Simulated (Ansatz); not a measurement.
**Nb-Ti stack of (100) layers: lattice stability ahead of a resistivity run**

The plan: relax Nb-Ti stack of (100) layers, check its phonons, and, if the lattice is stable, compute its Eliashberg function and ρ(T).

Calculated with Ansatz 0.2.0; DFT PBEsol, scalar-relativistic, plane waves, PAW.

This is a report of a sequence of runs, with most program output left out.

## 1. The structure

The cell holds 2 atoms: 1 Nb and 1 Ti. Its edges and angles: a = 2.923 Å, b = 2.923 Å, c = 13.067 Å, α = 90.0°, β = 90.0°, γ = 90.0°. Vacuum lies along c.

## 2. A first look on a coarse mesh

One cheap point first: pressure, gap and cost.

The input, input.yaml:

```yaml
crystal:
  lattice:
    - [2.92265, 0.0, 0.0]
    - [0.0, 2.92265, 0.0]
    - [0.0, 0.0, 13.06663]
  atoms:
    - { symbol: Nb, position: [0.0, 0.0, 0.4209196] }
    - { symbol: Ti, position: [0.5, 0.5, 0.5790804] }
  periodic: [true, true, false]
kpoints:
  mp_grid: { grid: [6, 6, 1] }
hamiltonian:
  xc: pbesol
scf:
  occupations: { method: gaussian, width: 0.1 }
output:
  forces: true
  stress: true
  eigenvalues: true
```

Started as:

```console
ansatz run input.yaml --threads 4 --pin off --max-ram 16384MiB --backend cpu --events-out ev --progress --plain --runs-dir out
```

Run time: 1.6 s. Hardware: 4 threads of Arm Neoverse V2, shared host; peak memory 0.44 GiB.

This step gave:

| Quantity | Value |
| --- | --- |
| metallic on mesh | yes |
| gap on the k-mesh | 0 eV |

## 3. Rough relaxation

Large forces or a large pressure at the start call for a first relaxation with loose thresholds.

input.yaml: that of step 2 with these lines changed.

```diff
@@ -19 +19,6 @@
   eigenvalues: true
+relax:
+  adjacent_minimum: "off"
+  f_tol: 0.05
+  max_steps: 80
+  cell: { stress_2d_tol: 0.02 }
```

The job ended after 10 s (4 threads; peak memory 0.48 GiB).

The steps of the relaxation:

| step | energy less that of the first step (eV) | largest force component (eV/Å) | volume (Å³) |
| --- | --- | --- | --- |
| 1 | 0.0000 | 1.0364 | 238.60 |
| 2 | -0.0831 | 2.3039 | 215.79 |
| 3 | -0.4679 | 0.0087 | 210.12 |
| 4 | -0.5504 | 0.1205 | 196.59 |
| 5 | -0.5526 | 0.0728 | 193.83 |
| 6 | -0.5532 | 0.0180 | 194.58 |
| 7 | -0.5533 | 0.0005 | 194.59 |
| 8* | -0.5526 | 0.0002 | 194.59 |

Relaxation steps marked * repeat the geometry before them on a plane-wave basis chosen anew for their cell, so energy and pressure can jump there.

Forces are held to the 8 operations that the run works with; a distortion that breaks them can't arise in this run.

```
cell as run  before  after  change
      a (Å)   2.923  2.639  -9.7 %
      b (Å)   2.923  2.639  -9.7 %
```

The atoms that moved most (Å, along periodic axes as changes of fractional coordinates times the final cell, across vacuum about the mean position):

```csv
atom,dx,dy,dz,length
Nb1,0.000,0.000,-0.044,0.044
Ti2,0.000,0.000,0.044,0.044
```

Final coordinates:

```
Nb Ti
1.0
     2.63937    0.00000    0.00000
     0.00000    2.63937    0.00000
     0.00000    0.00000   27.93326
Nb Ti
1 1
Direct
  0.00000 0.00000 0.19533
  0.50000 0.50000 0.27245
```

The relaxation ends with a largest force component of 2.4e-4 eV/Å.

## 4. Relaxing cell and atoms

The structure is brought to rest under this functional.

The input, input.yaml:

```yaml
crystal:
  lattice:
    - [2.6393728568, 0.0, 0.0]
    - [0.0, 2.6393728568, 0.0]
    - [0.0, 0.0, 27.9332573082]
  atoms:
    - { symbol: Nb, position: [0.0, 0.0, 0.1953309038] }
    - { symbol: Ti, position: [0.5, 0.5, 0.2724494863] }
  periodic: [true, true, false]
kpoints:
  mp_grid: { grid: [12, 12, 1] }
hamiltonian:
  xc: pbesol
scf:
  occupations: { method: gaussian, width: 0.1 }
output:
  forces: true
  stress: true
  eigenvalues: true
  write_density: true
  write_potential: true
  elf: true
  volumetric_format: npy
relax:
  adjacent_minimum: "off"
  f_tol: 0.005
  max_steps: 80
  cell: { stress_2d_tol: 0.02 }
```

The job ended after 14 s (4 threads; peak memory 0.51 GiB).

Little changed from the start: no atom moved by 0.005 Å and no cell edge by 0.1 %.

Valence density in the ca plane at fractional y = 0.000, with atoms of Nb within 0.2 Å of it. It is the smooth field of the valence electrons, not physical close to the nuclei.

Ten steps, logarithmic in the rise over the least value, from '0' (0.0 e/Å³) to '9' (5.0 e/Å³), each cell a mean:
```
00000000001258999743333211000000000000000000
00000000001246898543333211000000000000000000
00000000001134666443333221000000000000000000
00000000001123444443333221000000000000000000
00000000001134555443333221000000000000000000
00000000001236787543333211000000000000000000
00000000001247999643333211000000000000000000
00000000001258999743332211000000000000000000
```
Columns run along c (16.0 Å, from fractional 0.00 to 0.57 of the cell), rows up along a (2.6 Å). Atoms in or near the plane, at fractional coordinates: Nb at (0.20, 0.00).

Electrostatic potential energy in the ca plane at fractional y = 0.000, with atoms of Nb within 0.2 Å of it. With pseudopotentials it is smooth inside the atoms' cores, unlike the true potential.

Ten even steps from '0' (-57 eV) to '9' (0 eV), each cell a mean:
```
99999999999861000489999999999999999999999999
99999999999974102689999999999999999999999999
99999999999987556899888999999999999999999999
99999999999998888999888999999999999999999999
99999999999998777899888999999999999999999999
99999999999986324789999999999999999999999999
99999999999872000589999999999999999999999999
99999999999861000389999999999999999999999999
```
Columns run along c (16.0 Å, from fractional 0.00 to 0.57 of the cell; values clipped at the 3rd and 97th percentile), rows up along a (2.6 Å). Atoms in or near the plane, at fractional coordinates: Nb at (0.20, 0.00).

ELF in the ca plane at fractional y = 0.000, with atoms of Nb within 0.2 Å of it. It is the smooth field of the valence electrons, not physical close to the nuclei.

Ten even steps from '0' (0.00) to '9' (0.78), each cell a mean:
```
00000000011149869636778999742000000000000000
00000000111126998446545787631000000000000000
00000000122223564455423466531000000000000000
00000000123433334575322355421000000000000000
00000000123333344465322455421000000000000000
00000000112125886345434677531000000000000000
00000000011138989536667898742000000000000000
00000000000149638736888999752100000000000000
```
Columns run along c (16.0 Å, from fractional 0.00 to 0.57 of the cell), rows up along a (2.6 Å). Atoms in or near the plane, at fractional coordinates: Nb at (0.20, 0.00).

## 5. Tight relaxation

Phonons are second derivatives about the minimum, so the remaining forces must be small: the thresholds are tightened.

input.yaml, the sections that differ from step 4:

```yaml
crystal:
  lattice:
    - [2.6398895083, 0.0, 0.0]
    - [0.0, 2.6398895083, 0.0]
    - [0.0, 0.0, 27.9332573082]
  atoms:
    - { symbol: Nb, position: [0.0, 0.0, 0.1952751142] }
    - { symbol: Ti, position: [0.5, 0.5, 0.2725052759] }
  periodic: [true, true, false]
scf:
  occupations: { method: methfessel_paxton, width: 0.2 }
relax:
  adjacent_minimum: "off"
  f_tol: 0.001
  max_steps: 60
  cell: { stress_2d_tol: 0.002 }
# kpoints, hamiltonian, output: as in step 4
```

It took 16 s on 4 threads; peak memory 0.51 GiB.

Little changed from the start: no atom moved by 0.005 Å and no cell edge by 0.1 %.

Electrostatic potential energy in the ca plane at fractional y = 0.500, with atoms of Ti within 0.2 Å of it. With pseudopotentials it is smooth inside the atoms' cores, unlike the true potential.

Ten even steps from '0' (-37 eV) to '9' (0 eV), each cell a mean:
```
99999999999988778888667889999999999999999999
99999999999998888885213689999999999999999999
99999999999999888862000478999999999999999999
99999999999999999850000278999999999999999999
99999999999999999861000378999999999999999999
99999999999998888874102589999999999999999999
99999999999998778887546789999999999999999999
99999999999988777888777899999999999999999999
```
Columns run along c (16.0 Å, from fractional 0.00 to 0.57 of the cell; values clipped at the 3rd and 97th percentile), rows up along a (2.6 Å). Atoms in or near the plane, at fractional coordinates: Ti at (0.27, 0.50).

ELF in the ca plane at fractional y = 0.500, with atoms of Ti within 0.2 Å of it. It is the smooth field of the valence electrons, not physical close to the nuclei.

Ten even steps from '0' (0.00) to '9' (0.63), each cell a mean:
```
00000001235554445774322345421000000000000000
00000001246765445643675212211000000000000000
00000001357887667526879401110000000000000000
00000001368999888527518600000000000000000000
00000001368998777527749500110000000000000000
00000001356776556634898311210000000000000000
00000001245654445763443234321000000000000000
00000001235554445786322456531000000000000000
```
Columns run along c (16.0 Å, from fractional 0.00 to 0.57 of the cell), rows up along a (2.6 Å). Atoms in or near the plane, at fractional coordinates: Ti at (0.27, 0.50).

Valence density in the ca plane at fractional y = 0.500, with atoms of Ti within 0.2 Å of it. It is the smooth field of the valence electrons, not physical close to the nuclei.

Ten steps, logarithmic in the rise over the least value, from '0' (0.00 × 1e0 e/Å³) to '9' (9.84 × 1e0 e/Å³), each cell a mean:
```
00000000000112333323332110000000000000000000
00000000000112222224665210000000000000000000
00000000000112222236897410000000000000000000
00000000000112222237998510000000000000000000
00000000000112222236998410000000000000000000
00000000000112222235776310000000000000000000
00000000000112233223443210000000000000000000
00000000000112333322222110000000000000000000
```
Columns run along c (16.0 Å, from fractional 0.00 to 0.57 of the cell), rows up along a (2.6 Å). Atoms in or near the plane, at fractional coordinates: Ti at (0.27, 0.50).

## 6. Phonons by linear response: q 2×2×1, k 6×6×1

Before any scattering is computed, the phonons show whether the structure is a minimum.

The input, input.yaml:

```yaml
crystal:
  lattice:
    - [2.6403473895, 0.0, 0.0]
    - [0.0, 2.6403473895, 0.0]
    - [0.0, 0.0, 27.9332573082]
  atoms:
    - { symbol: Nb, position: [0.0, 0.0, 0.1953065443] }
    - { symbol: Ti, position: [0.5, 0.5, 0.2724738458] }
  periodic: [true, true, false]
kpoints:
  mp_grid: { grid: [6, 6, 1] }
hamiltonian:
  xc: pbesol
scf:
  occupations: { method: methfessel_paxton, width: 0.2 }
output:
  eigenvalues: true
phonons:
  method: dfpt
  qmesh: [2, 2, 1]
  temperatures: { t_max: 1000, t_step: 50 }
  qpath:
    path: [[0.0, 0.0, 0.0], [0.0, 0.5, 0.0], [0.5, 0.5, 0.0], [0.0, 0.0, 0.0]]
    npoints: 10
```

Run time: 25 s. Hardware: 4 threads; peak memory 0.71 GiB; 89 s of CPU time.

This step gave:

```
share of imaginary modes in the plain interpolation between solved wavevectors : 0.0363
highest frequency, solved or plainly interpolated                              : 312.9 cm⁻¹
```

Solved on the 2×2×1 mesh alone; all other wavevectors are interpolated. Phonon branches along the path, in cm⁻¹:

```
  point  branch 1  branch 2  branch 3  branch 4  branch 5  branch 6
      Γ         0         0         0       104       104       248
halfway       -40        75        82       168       216       245
      X       -50        44       131       193       268       286
halfway       158       164       188       220       254       300
      M       186       190       230       230       313       313
halfway       110       165       166       216       219       238
      Γ         0         0         0       104       104       248
```

Lowest modes at the softest wavevector of the mesh. The modes at q = (0.500, 0.000, 0.000) (shares of kinetic energy by element, %) (negative means imaginary):

| mode | frequency (cm⁻¹) | Nb % | Ti % |
| --- | --- | --- | --- |
| 1 | -50.0 | 100 | 0 |
| 2 | 43.7 | 0 | 100 |
| 3 | 130.9 | 94 | 6 |
| 4 | 193.3 | 26 | 74 |
| 5 | 268.1 | 74 | 26 |
| 6 | 286.0 | 6 | 94 |

Displacements in mode 1 (-50.0 cm⁻¹), the largest set to 1, in the home cell:
```
Nb1 0.00 1.00 0.00
Ti2 0.00 0.00 0.00
```

Displacements in mode 6 (286.0 cm⁻¹), the largest set to 1, in the home cell:
```
Nb1  0.00  0.00 -0.18
Ti2  1.00  0.00  0.00
```

Among the solved wavevectors the lowest mode, translations apart, is -50 cm⁻¹, imaginary.

## 7. Phonons by linear response: q 3×3×1, k 9×9×1

An imaginary mode on so few k-points may come from the sampling, so the phonons are repeated with another q and k mesh.

input.yaml: that of step 6 with these lines changed.

```diff
@@ -10,3 +10,3 @@
 kpoints:
-  mp_grid: { grid: [6, 6, 1] }
+  mp_grid: { grid: [9, 9, 1] }
 hamiltonian:
@@ -19,3 +19,3 @@
   method: dfpt
-  qmesh: [2, 2, 1]
+  qmesh: [3, 3, 1]
   temperatures: { t_max: 1000, t_step: 50 }
```

It took 56 s on 4 threads; peak memory 0.99 GiB.

Numbers from this step:

```
share of imaginary modes in the plain interpolation between solved wavevectors : 0.0393
highest frequency, solved or plainly interpolated                              : 290.3 cm⁻¹
```

Solved on the 3×3×1 mesh alone; all other wavevectors are interpolated. The phonon branches at the labelled points (cm⁻¹):

| point | branch 1 | branch 2 | branch 3 | branch 4 | branch 5 | branch 6 |
| --- | --- | --- | --- | --- | --- | --- |
| Γ | 0 | 0 | 0 | 110 | 110 | 212 |
| halfway | -44 | 68 | 92 | 146 | 216 | 241 |
| X | -68 | 75 | 139 | 174 | 266 | 290 |
| halfway | 139 | 156 | 167 | 208 | 258 | 290 |
| M | 151 | 159 | 232 | 232 | 290 | 290 |
| halfway | 110 | 144 | 145 | 198 | 218 | 246 |
| Γ | 0 | 0 | 0 | 110 | 110 | 212 |

Lowest modes at the softest wavevector of the mesh. The modes at q = (0.333, 0.000, 0.000) (shares of kinetic energy by element, %) (negative means imaginary):

```
mode  frequency (cm⁻¹)  Nb %  Ti %
   1             -56.5    93     7
   2              83.3     7    93
   3              99.2    71    29
   4             169.6    56    44
   5             245.7    57    43
   6             262.2    16    84
```

Displacements in mode 1 (-56.5 cm⁻¹), the largest set to 1, in the home cell (x, y, z of the real part, then of the imaginary part):
```
Nb1  0.00  1.00  0.00  0.00 -0.07  0.00
Ti2  0.00  0.21  0.00  0.00  0.32  0.00
```

Displacements in mode 3 (99.2 cm⁻¹), the largest set to 1, in the home cell (x, y, z of the real part, then of the imaginary part):
```
Nb1  0.04  0.00  0.95  0.14  0.00 -0.30
Ti2  0.24  0.00  0.61 -0.26  0.00  0.56
```

The modes has structure finer than the step of the table below, so its rows give means over 10 cm⁻¹, whole bins alone (the curve runs from -78 to 309 cm⁻¹). Peaks (cm⁻¹: height): Nb 48.4: 0.00748, 80.0: 0.0147, 114.1: 0.0200, 140.8: 0.0288, 199.2: 0.00682, 230.8: 0.0211, 260.0: 0.0181; Ti 150.6: 0.0307, 172.4: 0.0220, 230.8: 0.0184, 247.8: 0.0145, 262.4: 0.0205, 274.6: 0.0200, 286.7: 0.0341.

Phonopy on the run's constants, 21x21x1 mesh, Gaussian sigma 2.8 cm⁻¹. Modes against wavenumber; means over each step; values in 1/cm⁻¹/cell:

```csv
wavenumber (cm⁻¹),Nb,Ti
-70,0.00148,1.7e-5
-60,0.00449,1.0e-4
-50,0.00447,2.6e-4
-40,0.00293,4.2e-4
-30,0.00229,5.4e-4
-20,0.00150,5.0e-4
-10,0.00301,0.00130
0,7.0e-4,3.5e-4
10,0.00209,9.7e-4
20,0.00545,0.00131
30,0.00576,0.00179
40,0.00485,0.00144
50,0.00657,0.00251
60,0.00465,0.00209
70,0.00474,0.00264
80,0.0121,0.00730
90,0.00827,0.00970
100,0.00779,0.00882
110,0.0133,0.0123
120,0.0156,0.0109
130,0.0142,0.00834
140,0.0250,0.0142
150,0.0226,0.0235
160,0.0158,0.0137
170,0.0119,0.0161
180,0.00880,0.0131
190,0.00330,0.00518
200,0.00510,0.00820
210,0.00519,0.00839
220,0.00805,0.0123
230,0.0175,0.0166
240,0.0117,0.0118
250,0.0131,0.0125
260,0.0167,0.0154
270,0.00451,0.0121
280,0.00225,0.0193
290,0.00220,0.0232
300,6.3e-5,6.7e-4
```

No LO-TO term; unit eigenvectors of the mass-weighted matrix. The modes at Γ (shares of kinetic energy by element, %):

```csv
mode,frequency (cm⁻¹),symmetry,Nb %,Ti %
1,0.0,unnamed,66,34
2,0.0,unnamed,66,34
3,0.0,unnamed,66,34
4,109.5,E,34,66
5,109.5,E,34,66
6,212.3,A1,34,66
```

Displacements in mode 5 (109.5 cm⁻¹), the largest set to 1:
```
Nb1 -0.52  0.34  0.00
Ti2  1.00 -0.65  0.00
```

Displacements in mode 6 (212.3 cm⁻¹), the largest set to 1:
```
Nb1  0.00  0.00 -0.52
Ti2  0.00  0.00  1.00
```

Among the solved wavevectors the lowest mode, translations apart, is -56.5 cm⁻¹, imaginary.

## 8. Outcome

```yaml
phonon_run_of_the_rows_without_a_label_of_their_own: PBEsol, q 3×3×1, k 9×9×1
softest_mode_on_the_q_mesh: -56.5 cm⁻¹ at q = (0.333, 0, 0)
highest_frequency_solved_or_plainly_interpolated: 290 cm⁻¹
```

The lattice is dynamically unstable at this level: a mode at q = (0.333, 0, 0) is imaginary, 56.5i cm⁻¹, so no harmonic coupling constant or resistivity is defined for this structure. These meshes are coarse, and single modes of a metal can move by tens of cm⁻¹ with the k mesh. The coarser mesh found an imaginary mode at another wavevector, which this mesh lacks. The phonon runs are not spin-polarised. The structure was built by hand as an ordered model, and its stability against other phases was not tested.

[Logs are printed without paths, hosts, clocks, repeated set-up lines and the standing remarks that a program may print on its own settings, such as how far it seeks lower states.]

[Hosts, paths, dates, database ids (printed as entryN), source tags and the programs' standing remarks are cut or masked in the printed files.]
